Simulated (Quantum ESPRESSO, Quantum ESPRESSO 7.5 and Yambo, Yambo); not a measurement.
# BaS (Fm-3m): G0W0 with Yambo, start to end

How does a plane-wave GW calculation on BaS (Fm-3m) run from the first input to the gap?

Method: PBE and many-body steps on it, plane waves, in Quantum ESPRESSO 7.5 and Yambo 5.3.0.

## (1) Set-up

The structure is cubic, space group Fm-3m (No. 225). Conventional cell: a = 6.388 Å, b = 6.388 Å, c = 6.388 Å, α = 90.00°, β = 90.00°, γ = 90.00°. Nearest to Ba lie 6 S at 3.19 Å. Nearest to S lie 6 Ba at 3.19 Å. Farther neighbours and most contacts between anions are not listed.

The cell and positions come from the Crystallography Open Database and are kept as given unless a step says otherwise.

## (2) Ground state

This step: Quantum ESPRESSO 7.5; DFT, PBE with spin-orbit coupling, plane waves, norm-conserving pseudopotentials.

The ground-state density comes first.

pw.in reads:

```
&control
  calculation = 'scf'
  prefix = 'x'
  outdir = 'o'
  pseudo_dir = 'pseudo'
/
&system
  ibrav = 0
  nat = 2
  ntyp = 2
  ecutwfc = 40.0
  nbnd = 26
  force_symmorphic = .true.
  noncolin = .true.
  lspinorb = .true.
/
&electrons
  conv_thr = 1e-10
  electron_maxstep = 80
  mixing_beta = 0.5
/
ATOMIC_SPECIES
  Ba 137.33 Ba.upf
  S 32.06 S.upf
CELL_PARAMETERS angstrom
  0.0000000000 3.1937500000 3.1937500000
  3.1937500000 0.0000000000 3.1937500000
  3.1937500000 3.1937500000 0.0000000000
ATOMIC_POSITIONS crystal
  Ba 0.0000000000 0.0000000000 0.0000000000
  S 0.5000000000 0.5000000000 0.5000000000
K_POINTS automatic
  6 6 6 0 0 0
```

The run is started by

```console
> OMP_NUM_THREADS=1 mpirun -n 4 pw.x -nk 4 -in pw.in > pw.out
```

What it wrote:

```text
Program PWSCF v.7.5 starts

     This program is part of the open-source Quantum ESPRESSO suite
     for quantum simulation of materials; please cite
         "P. Giannozzi et al., J. Phys.:Condens. Matter 21 395502 (2009);
         "P. Giannozzi et al., J. Phys.:Condens. Matter 29 465901 (2017);
         "P. Giannozzi et al., J. Chem. Phys. 152 154105 (2020);
     in publications or presentations arising from this work. More details at
     Message from routine setup:
     using ibrav=0 with symmetry is DISCOURAGED, use correct ibrav instead

     G-vector sticks info

     bravais-lattice index     =            0
     lattice parameter (alat)  =       8.5352  a.u.
     unit-cell volume          =     439.6725 (a.u.)^3
     number of atoms/cell      =            2
     number of atomic types    =            2
     number of electrons       =        16.00
     number of Kohn-Sham states=           26
     kinetic-energy cutoff     =      40.0000  Ry
     charge density cutoff     =     160.0000  Ry
     scf convergence threshold =      1.0E-10
     mixing beta               =       0.5000
     number of iterations used =            8  plain     mixing
     Exchange-correlation= PBE
                           (   1   4   3   4   0   0   0)
     Non magnetic calculation with spin-orbit

     celldm(1)=   8.535221  celldm(2)=   0.000000  celldm(3)=   0.000000
     celldm(4)=   0.000000  celldm(5)=   0.000000  celldm(6)=   0.000000

     crystal axes: (cart. coord. in units of alat)
               a(1) = (   0.000000   0.707107   0.707107 )
               a(2) = (   0.707107   0.000000   0.707107 )
               a(3) = (   0.707107   0.707107   0.000000 )

     reciprocal axes: (cart. coord. in units 2 pi/alat)
               b(1) = ( -0.707107  0.707107  0.707107 )
               b(2) = (  0.707107 -0.707107  0.707107 )
               b(3) = (  0.707107  0.707107 -0.707107 )
     Pseudo is Norm-conserving + core correction, Zval = 10.0
     Generated using ONCVPSP code by D. R. Hamann
     Using radial grid of 1958 points, 10 beta functions with:
     Pseudo is Norm-conserving + core correction, Zval =  6.0
     Generated using ONCVPSP code by D. R. Hamann
     Using radial grid of 1146 points, 10 beta functions with:
     Ba               10.00   137.33000     Ba( 1.00)
     S                 6.00    32.06000     S ( 1.00)

     48 Sym. Ops., with inversion, found

   Cartesian axes

     site n.     atom                  positions (alat units)
         1        Ba     tau(   1) = (   0.0000000   0.0000000   0.0000000  )
         2        S      tau(   2) = (   0.7071068   0.7071068   0.7071068  )

     number of k points=    16
                       cart. coord. in units 2pi/alat
        k(    1) = (   0.0000000   0.0000000   0.0000000), wk =   0.0046296
        k(    2) = (   0.1178511   0.1178511  -0.1178511), wk =   0.0370370
        k(    3) = (   0.2357023   0.2357023  -0.2357023), wk =   0.0370370
        k(    4) = (  -0.3535534  -0.3535534   0.3535534), wk =   0.0185185
        k(    5) = (   0.2357023   0.0000000  -0.0000000), wk =   0.0277778
        k(    6) = (   0.3535534   0.1178511  -0.1178511), wk =   0.1111111
        k(    7) = (  -0.2357023  -0.4714045   0.4714045), wk =   0.1111111
        k(    8) = (  -0.1178511  -0.3535534   0.3535534), wk =   0.1111111
        k(    9) = (   0.0000000  -0.2357023   0.2357023), wk =   0.0555556
        k(   10) = (   0.4714045   0.0000000  -0.0000000), wk =   0.0277778
     [... 4 further rows ...]
        k(   15) = (  -0.1178511  -0.3535534   0.5892557), wk =   0.1111111
        k(   16) = (  -0.7071068   0.2357023   0.0000000), wk =   0.0555556

     Dense  grid:    15065 G-vectors     FFT dimensions: (  36,  36,  36)

     Initial potential from superposition of free atoms

     starting charge      15.9834, renormalised to      16.0000
     Starting wfcs are   18 randomized atomic wfcs +    8 random wfcs

     per-process dynamical memory:    29.7 Mb

     Self-consistent Calculation

     iteration #  1     ecut=    40.00 Ry     beta= 0.50

     Threshold (ethr) on eigenvalues was too large:
     Diagonalizing with lowered threshold

     total energy              =     -78.55575007 Ry
     estimated scf accuracy    <       0.13303706 Ry

     iteration #  2     ecut=    40.00 Ry     beta= 0.50

     total energy              =     -78.58802286 Ry
     estimated scf accuracy    <       0.01413612 Ry

     iteration #  3     ecut=    40.00 Ry     beta= 0.50

     total energy              =     -78.59098878 Ry
     estimated scf accuracy    <       0.00181933 Ry

     iteration #  4     ecut=    40.00 Ry     beta= 0.50

     total energy              =     -78.59110927 Ry
     estimated scf accuracy    <       0.00006966 Ry

     iteration #  5     ecut=    40.00 Ry     beta= 0.50

     total energy              =     -78.59113031 Ry
     estimated scf accuracy    <       0.00000284 Ry

     iteration #  6     ecut=    40.00 Ry     beta= 0.50

     total energy              =     -78.59113117 Ry
     estimated scf accuracy    <       0.00000014 Ry

     iteration #  7     ecut=    40.00 Ry     beta= 0.50

     total energy              =     -78.59113125 Ry
     estimated scf accuracy    <       0.00000010 Ry

     iteration #  8     ecut=    40.00 Ry     beta= 0.50

     total energy              =     -78.59113126 Ry
     estimated scf accuracy    <          1.8E-09 Ry

     iteration #  9     ecut=    40.00 Ry     beta= 0.50

     total energy              =     -78.59113126 Ry
     estimated scf accuracy    <          6.2E-10 Ry

     iteration # 10     ecut=    40.00 Ry     beta= 0.50

     End of self-consistent calculation

          k = 0.0000 0.0000 0.0000 (  1893 PWs)   bands (ev):

   -20.1134 -20.1134  -6.6152  -6.6152  -4.5575  -4.5575  -4.5575  -4.5575
    -4.4361  -4.4361   5.8017   5.8017   5.9427   5.9427   5.9427   5.9427
     9.5251   9.5251   9.7797   9.7797   9.7797   9.7797   9.8464   9.8464
    10.7335  10.7335

          k = 0.1179 0.1179-0.1179 (  1877 PWs)   bands (ev):

   -20.1022 -20.1022  -6.7029  -6.7029  -5.0641  -5.0641  -4.5678  -4.5678
    -3.8292  -3.8292   5.2483   5.2483   5.5354   5.5354   5.5987   5.5987
     9.8297   9.8297  10.1886  10.1886  10.2258  10.2258  10.4941  10.4941
    11.4892  11.4892

          k = 0.2357 0.2357-0.2357 (  1886 PWs)   bands (ev):

   -20.0798 -20.0798  -6.8885  -6.8885  -5.3835  -5.3835  -4.5880  -4.5880
    -3.2949  -3.2949   4.3555   4.3555   5.0285   5.0285   5.0706   5.0706
    10.3713  10.3713  11.2692  11.2692  11.3044  11.3044  11.9420  11.9420
    13.2127  13.2129

          k =-0.3536-0.3536 0.3536 (  1892 PWs)   bands (ev):

     [... further k-points ...]

     highest occupied, lowest unoccupied level (ev):     5.9427    8.0420

!    total energy              =     -78.59113126 Ry
     estimated scf accuracy    <          1.3E-12 Ry

     The total energy is the sum of the following terms:
     one-electron contribution =      -5.47458138 Ry
     hartree contribution      =       9.20007205 Ry
     xc contribution           =     -19.82531351 Ry
     ewald contribution        =     -62.49130842 Ry

     convergence has been achieved in  10 iterations

     XML data file, charge density, pseudopotentials, collected wavefunctions

=------------------------------------------------------------------------------=
   JOB DONE.
=------------------------------------------------------------------------------=
```

Wall time 10 s (4 MPI ranks of Arm Neoverse V1, shared host); peak memory 0.3 GiB; 41 s of CPU time.

This step gave:

| Property | Result |
| --- | --- |
| total energy | -1069.2868 eV |
| gap | 2.099 eV |
| k of the valence top | 0, 0, 0 |
| k of the conduction bottom | 0, -0.5, -0.5 |
| least direct gap | 2.189 eV |

The gap is indirect, with the least direct gap 0.09 eV higher.

## (3) Bands along the symmetry lines

The cheap functional maps the bands first; the places of the edges decide which points the dearer methods must see.

pw.in reads:

```
&control
  calculation = 'bands'
  prefix = 'x'
  outdir = 'o'
  pseudo_dir = 'pseudo'
/
&system
  ibrav = 0
  nat = 2
  ntyp = 2
  ecutwfc = 40.0
  nbnd = 28
  force_symmorphic = .true.
  noncolin = .true.
  lspinorb = .true.
/
&electrons
  conv_thr = 1e-9
  electron_maxstep = 80
  diago_full_acc = .true.
  diago_thr_init = 5e-6
/
ATOMIC_SPECIES
  Ba 137.33 Ba.upf
  S 32.06 S.upf
CELL_PARAMETERS angstrom
  0.0000000000 3.1937500000 3.1937500000
  3.1937500000 0.0000000000 3.1937500000
  3.1937500000 3.1937500000 0.0000000000
ATOMIC_POSITIONS crystal
  Ba 0.0000000000 0.0000000000 0.0000000000
  S 0.5000000000 0.5000000000 0.5000000000
K_POINTS crystal
  50
  0.00000000 0.00000000 0.00000000 1
  0.06250000 0.00000000 0.06250000 1
  0.12500000 0.00000000 0.12500000 1
  0.18750000 0.00000000 0.18750000 1
  0.25000000 0.00000000 0.25000000 1
  0.31250000 0.00000000 0.31250000 1
  0.37500000 0.00000000 0.37500000 1
  0.43750000 0.00000000 0.43750000 1
  0.50000000 0.00000000 0.50000000 1
  0.51562500 0.03125000 0.51562500 1
  0.53125000 0.06250000 0.53125000 1
  0.54687500 0.09375000 0.54687500 1
  0.56250000 0.12500000 0.56250000 1
  0.57812500 0.15625000 0.57812500 1
  0.59375000 0.18750000 0.59375000 1
  0.60937500 0.21875000 0.60937500 1
  0.62500000 0.25000000 0.62500000 1
  0.37500000 0.37500000 0.75000000 1
  0.32812500 0.32812500 0.65625000 1
  0.28125000 0.28125000 0.56250000 1
  0.23437500 0.23437500 0.46875000 1
  0.18750000 0.18750000 0.37500000 1
  0.14062500 0.14062500 0.28125000 1
  0.09375000 0.09375000 0.18750000 1
  0.04687500 0.04687500 0.09375000 1
  0.00000000 0.00000000 0.00000000 1
  0.06250000 0.06250000 0.06250000 1
  0.12500000 0.12500000 0.12500000 1
  0.18750000 0.18750000 0.18750000 1
  0.25000000 0.25000000 0.25000000 1
  0.31250000 0.31250000 0.31250000 1
  0.37500000 0.37500000 0.37500000 1
  0.43750000 0.43750000 0.43750000 1
  0.50000000 0.50000000 0.50000000 1
  0.50000000 0.46875000 0.53125000 1
  0.50000000 0.43750000 0.56250000 1
  0.50000000 0.40625000 0.59375000 1
  0.50000000 0.37500000 0.62500000 1
  0.50000000 0.34375000 0.65625000 1
  0.50000000 0.31250000 0.68750000 1
  0.50000000 0.28125000 0.71875000 1
  0.50000000 0.25000000 0.75000000 1
  0.50000000 0.21875000 0.71875000 1
  0.50000000 0.18750000 0.68750000 1
  0.50000000 0.15625000 0.65625000 1
  0.50000000 0.12500000 0.62500000 1
  0.50000000 0.09375000 0.59375000 1
  0.50000000 0.06250000 0.56250000 1
  0.50000000 0.03125000 0.53125000 1
  0.50000000 0.00000000 0.50000000 1
```

What it wrote:

```text
[banner, memory and clock lines left out]
Program PWSCF v.7.5 starts

     Atomic positions and unit cell read from directory:
     o/x.save/

     Message from routine setup:
     using ibrav=0 with symmetry is DISCOURAGED, use correct ibrav instead

     G-vector sticks info

     bravais-lattice index     =            0
     lattice parameter (alat)  =       8.5352  a.u.
     unit-cell volume          =     439.6725 (a.u.)^3
     number of atoms/cell      =            2
     number of atomic types    =            2
     number of electrons       =        16.00
     number of Kohn-Sham states=           28
     kinetic-energy cutoff     =      40.0000  Ry
     charge density cutoff     =     160.0000  Ry
     Exchange-correlation= PBE
                           (   1   4   3   4   0   0   0)
     Non magnetic calculation with spin-orbit

     celldm(1)=   8.535221  celldm(2)=   0.000000  celldm(3)=   0.000000
     celldm(4)=   0.000000  celldm(5)=   0.000000  celldm(6)=   0.000000

     crystal axes: (cart. coord. in units of alat)
               a(1) = (   0.000000   0.707107   0.707107 )
               a(2) = (   0.707107   0.000000   0.707107 )
               a(3) = (   0.707107   0.707107   0.000000 )

     reciprocal axes: (cart. coord. in units 2 pi/alat)
               b(1) = ( -0.707107  0.707107  0.707107 )
               b(2) = (  0.707107 -0.707107  0.707107 )
               b(3) = (  0.707107  0.707107 -0.707107 )
     Pseudo is Norm-conserving + core correction, Zval = 10.0
     Generated using ONCVPSP code by D. R. Hamann
     Using radial grid of 1958 points, 10 beta functions with:
     Pseudo is Norm-conserving + core correction, Zval =  6.0
     Generated using ONCVPSP code by D. R. Hamann
     Using radial grid of 1146 points, 10 beta functions with:
     Ba               10.00   137.33000     Ba( 1.00)
     S                 6.00    32.06000     S ( 1.00)

     48 Sym. Ops., with inversion, found

   Cartesian axes

     site n.     atom                  positions (alat units)
         1        Ba     tau(   1) = (   0.0000000   0.0000000   0.0000000  )
         2        S      tau(   2) = (   0.7071068   0.7071068   0.7071068  )

     number of k points=    50
                       cart. coord. in units 2pi/alat
        k(    1) = (   0.0000000   0.0000000   0.0000000), wk =   0.0200000
        k(    2) = (   0.0000000   0.0883883   0.0000000), wk =   0.0200000
        k(    3) = (   0.0000000   0.1767767   0.0000000), wk =   0.0200000
[...]
[... 38 further rows ...]
        k(   49) = (   0.0441942   0.7071068   0.0000000), wk =   0.0200000
        k(   50) = (   0.0000000   0.7071068   0.0000000), wk =   0.0200000

     Dense  grid:    15065 G-vectors     FFT dimensions: (  36,  36,  36)

     The potential is recalculated from file :
     o/x.save/charge-density

     Starting wfcs are   18 randomized atomic wfcs +   10 random wfcs

     Band Structure Calculation

     End of band structure calculation

          k = 0.0000 0.0000 0.0000 (  1893 PWs)   bands (ev):

   -20.1134 -20.1134  -6.6152  -6.6152  -4.5575  -4.5575  -4.5575  -4.5575
    -4.4361  -4.4361   5.8017   5.8017   5.9427   5.9427   5.9427   5.9427
     9.5251   9.5251   9.7797   9.7797   9.7797   9.7797   9.8464   9.8464
    10.7335  10.7335  10.7335  10.7335

          k = 0.0000 0.0884 0.0000 (  1881 PWs)   bands (ev):

[...]
10.7675  10.7675  11.0208  11.0208

          k = 0.0000 0.1768 0.0000 (  1884 PWs)   bands (ev):

[...]
10.8678  10.8678  11.8631  11.8631

          k =-0.0000 0.2652 0.0000 (  1876 PWs)   bands (ev):

[...]
k = 0.0000 0.4419-0.0000 (  1876 PWs)   bands (ev):

[...]
k =-0.0000 0.5303 0.0000 (  1872 PWs)   bands (ev):

[...]
k = 0.0000 0.6187-0.0000 (  1888 PWs)   bands (ev):

[...]
k = 0.4640 0.4640-0.0000 (  1876 PWs)   bands (ev):

[...]
k = 0.3315 0.3315-0.0000 (  1877 PWs)   bands (ev):

[...]
k = 0.3094 0.7071-0.0000 (  1880 PWs)   bands (ev):

[...]
k = 0.2210 0.7071-0.0000 (  1868 PWs)   bands (ev):

[...]
k = 0.1768 0.7071-0.0000 (  1872 PWs)   bands (ev):

[...]
k = 0.0442 0.7071 0.0000 (  1872 PWs)   bands (ev):

[...]
13.4453  13.4454  13.5738  13.5738

          k = 0.0000 0.7071 0.0000 (  1868 PWs)   bands (ev):

[...]
-4.3478  -4.3478   5.3759   5.3759   5.7115   5.7115   5.8534   5.8534
     8.0420   8.0420  11.8676  11.8676  11.9548  11.9548  13.3752  13.3753
    13.4875  13.4875  13.5873  13.5873

     XML data file, pseudopotentials, collected wavefunctions
```

Wall time 11 s (4 MPI ranks); peak memory 0.24 GiB.

This step gave:

```yaml
gap: 2.099 eV
k_of_the_valence_top: 0, 0, 0
k_of_the_conduction_bottom: 0.5, 0, 0.5
least_direct_gap: 2.189 eV
```

The gap is 2.099 eV, as in the run before at this level.

Electronic bands along the path, in eV, zero at the top of the highest filled band; v1 is the highest filled band, c1 the lowest empty one:

```
    point     v4     v3     v2     v1    c1    c2    c3    c4
        Γ   0.00   0.00   0.00   0.00  3.58  3.58  3.84  3.84
  halfway  -0.27  -0.27  -0.14  -0.14  2.78  2.78  4.69  4.69
        X  -0.23  -0.23  -0.09  -0.09  2.10  2.10  5.92  5.92
  halfway  -0.43  -0.43  -0.28  -0.28  2.43  2.43  6.29  6.29
        U  -0.64  -0.64  -0.54  -0.54  3.27  3.27  5.92  5.92
jump to K  -0.64  -0.64  -0.54  -0.54  3.27  3.27  5.92  5.92
  halfway  -0.91  -0.91  -0.36  -0.36  4.04  4.04  4.69  4.69
        Γ   0.00   0.00   0.00   0.00  3.58  3.58  3.84  3.84
  halfway  -0.68  -0.68  -0.63  -0.63  4.07  4.07  4.72  4.72
        L  -1.12  -1.12  -1.09  -1.09  5.53  5.53  5.61  5.61
  halfway  -0.89  -0.89  -0.80  -0.80  4.66  4.66  4.84  4.84
        W  -0.58  -0.58  -0.44  -0.44  4.24  4.24  4.27  4.27
  halfway  -0.55  -0.55  -0.31  -0.31  2.74  2.74  6.09  6.09
        X  -0.23  -0.23  -0.09  -0.09  2.10  2.10  5.92  5.92
```

[end of part 1 of 3]

[Paths, hosts, dates, memory and timing lines, banners, echoed tables and standing remarks are left out of the program output.]

[Logs are printed without paths, hosts, clocks, repeated set-up lines and the standing remarks that a program may print on its own settings, such as how far it seeks lower states.]

[Runs of the session that timed out or met a known fault of the program may be left out.]

[Hosts, paths, dates, database ids (printed as entryN), source tags and the programs' standing remarks are cut or masked in the printed files.]
